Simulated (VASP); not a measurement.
**Rb: single point with PBE**

Crystal: Rb.

```
CELL_PARAMETERS angstrom
-2.99339 2.99339 2.76678
2.99339 -2.99339 2.76678
2.99339 2.99339 -2.76678
ATOMIC_POSITIONS crystal
Rb 0.00000 0.00000 0.00000
```

This isn't the form of Rb at room conditions, which is bcc.

The cell isn't the ideal one: volume scaled by 1.04.

```yaml
Program: VASP 6.6.1
Task: single point
Functional: PBE
Potentials_or_basis: VASP PAW PBE potentials, release 64 (Rb_sv)
Cutoff: 520 eV
k_mesh: 7 × 7 × 7
Occupations: fermi-dirac, width 0.05 eV
Spin: no spin polarisation
Dipole_correction: no
Further_INCAR_settings: ALGO = Normal; EDIFF = 1e-06; NBANDS = 10
```

| Quantity | Value |
| --- | --- |
| Pressure | -0.2 GPa |
| Band gap on the k mesh | none (metal or under the smearing width) |

Levels at points of the mesh, in eV from the Fermi level:
| k point | band 2 | band 3 | band 4 | band 5 | band 6 | band 7 | band 8 | band 9 |
| --- | --- | --- | --- | --- | --- | --- | --- | --- |
| (0.00, 0.00, 0.00) | -13.00 | -13.00 | -13.00 | -1.86 | 3.35 | 3.75 | 3.75 | 4.21 |

Wall time 19 s on 1 thread of Intel(R) Xeon(R) Platinum 8559C (Emerald Rapids), on a shared host, peak memory 0.24 GiB.
